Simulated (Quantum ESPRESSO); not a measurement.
Crystal: Ag.

```xyz
1
Lattice="0.0000 2.0427 2.0427 2.0427 0.0000 2.0427 2.0427 2.0427 0.0000" Properties=species:S:1:pos:R:3 pbc="T T T"
Ag    0.0000    0.0000    0.0000
```

```yaml
Program: Quantum ESPRESSO 7.5
Task: phonon dispersion
Functional: LDA
Potentials_or_basis: PseudoDojo 0.4.1 SR LDA standard
Cutoff: 1170 eV
Density_cutoff: 4680 eV
k_mesh: 12 × 12 × 12
Occupations: cold, width 0.2 eV
Spin: no spin polarisation
Form_of_the_LDA_correlation: PW92
Mixing_beta: 0.5
Most_SCF_iterations: 120
SCF_threshold: 2e-10 Ry
q_mesh: 2 × 2 × 2
```

The cell and the atoms were relaxed first, to 16.03 Å³/atom (a = 2.830 Å, b = 2.830 Å, c = 2.830 Å, α = 60.00°, β = 60.00°, γ = 60.00°), and the response was taken there.

**Question.** Is this structure dynamically stable at this level, and how far does the spectrum reach?

**Answer.** Yes, as far as this q mesh shows: no mode on the path is imaginary. The highest frequency is 190 cm⁻¹.

Phonon frequencies at the corners of the path (cm⁻¹, interpolated; i marks imaginary ones):
```
point  frequencies
    Γ        0 0 0
    X  122 122 187
    W  123 158 158
    K  111 149 171
    L    82 82 190
    U  111 149 171
```

Harmonic thermodynamics per atom at this volume (zero-point energy 22.7 meV, Debye temperature from the second moment 238 K):
| T (K) | free energy (meV) | entropy (k_B) | heat capacity Cv (k_B) |
| --- | --- | --- | --- |
| 50 | 22.0 | 0.60 | 1.25 |
| 100 | 16.6 | 1.86 | 2.31 |
| 200 | -7.8 | 3.66 | 2.80 |
| 298.15 | -43.9 | 4.80 | 2.91 |
| 500 | -141.7 | 6.32 | 2.97 |
| 800 | -324.7 | 7.72 | 2.99 |

Phonon states per cell in windows of 10 cm⁻¹ (negative: imaginary):
| from (cm⁻¹) | total |
| --- | --- |
| 0 | 0.00 |
| 10 | 0.00 |
| 20 | 0.01 |
| 30 | 0.02 |
| 40 | 0.04 |
| 50 | 0.06 |
| 60 | 0.09 |
| 70 | 0.15 |
| 80 | 0.26 |
| 90 | 0.29 |
| 100 | 0.31 |
| 110 | 0.33 |
| 120 | 0.22 |
| 130 | 0.18 |
| 140 | 0.17 |
| 150 | 0.12 |
| 160 | 0.27 |
| 170 | 0.36 |
| 180 | 0.11 |

A q mesh this small can miss soft modes between its points.

Caveat: the q mesh is small, so phonon branches between its points and thermal values are rough.
